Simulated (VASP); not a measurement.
Write the native input for VASP 6.6.1 that does the following.

| Quantity | Value |
| --- | --- |
| Task | relaxation of cell and atoms |
| Functional | HSE03 |
| Potentials or basis | VASP PAW PBE potentials, release 64 (Zn, S) |
| Cutoff | 600 eV |
| k mesh | 5 × 5 × 5 |
| Occupations | fermi-dirac, width 0.05 eV |
| Spin | no spin polarisation |
| Grid for exact exchange (PRECFOCK) | Fast |
| Further INCAR settings | ALGO = Normal; EDIFF = 1e-06; IBRION = 2; EDIFFG = -0.005; NSW = 40; ISIF = 3 |

ZnS:

```
Zn S
1.0
     0.00000    2.70200    2.70200
     2.70200    0.00000    2.70200
     2.70200    2.70200    0.00000
Zn S
1 1
Direct
  0.75000 0.75000 0.75000
  0.00000 0.00000 0.00000
```

These files were run (other wordings do the same):

POSCAR

```
ZnS
1.0
    0.0000000000      2.7020000000      2.7020000000
    2.7020000000      0.0000000000      2.7020000000
    2.7020000000      2.7020000000      0.0000000000
Zn S
1 1
Direct
    0.7500000000      0.7500000000      0.7500000000
    0.0000000000      0.0000000000      0.0000000000
```

INCAR.step1

```
SYSTEM = ZnS
PREC = Accurate ; ENCUT = 600
EDIFF = 1E-5 ; ISMEAR = -1
SIGMA = 0.05 ; LREAL = .False.
LASPH = .True. ; NELM = 80
ALGO = Normal ; LWAVE = .True.
LCHARG = .False. ; GGA = PE
```

INCAR.step2

```
SYSTEM = ZnS
PREC = Accurate ; ENCUT = 600
EDIFF = 1E-6 ; ISMEAR = -1
SIGMA = 0.05 ; LREAL = .False.
LASPH = .True. ; NELM = 80
ALGO = Normal ; ISIF = 3
LWAVE = .False. ; LCHARG = .False.
GGA = PE ; LHFCALC = .True.
HFSCREEN = 0.3 ; PRECFOCK = Fast
IBRION = 2 ; NSW = 40
EDIFFG = -0.005 ; ISTART = 1
```

KPOINTS

```
regular mesh
0
Gamma
  5 5 5
  0 0 0
```

Potentials or basis: VASP PAW PBE potentials, release 64 (Zn, S).

Launch:

```bash
$ cat potpaw_PBE.64/Zn/POTCAR potpaw_PBE.64/S/POTCAR > POTCAR
$ cp INCAR.step1 INCAR
$ mpirun -np 1 vasp_std > vasp.out
$ cp INCAR.step2 INCAR
$ mpirun -np 1 vasp_std > vasp.out
```

Results of the run:

```
Relaxed volume                         : 20.02 Å³/atom
Relaxed cell                           : a = 3.840 Å, b = 3.840 Å, c = 3.840 Å, α = 60.00°, β = 60.00°, γ = 60.00°
Space group after relaxing (to 0.05 Å) : F-43m (No. 216)
Energy gained by relaxing              : 1.1 meV/atom
Ionic steps                            : 6
Pressure after relaxing                : 0.0 GPa
Band gap on the k mesh                 : 3.05 eV, direct
```

Caveat: the PAW data sets were made with another functional, which shifts forces and pressure a little.

It took 31 min on 1 thread of Intel(R) Xeon(R) 6975P-C (Granite Rapids) (shared host), peak memory 0.3 GiB.
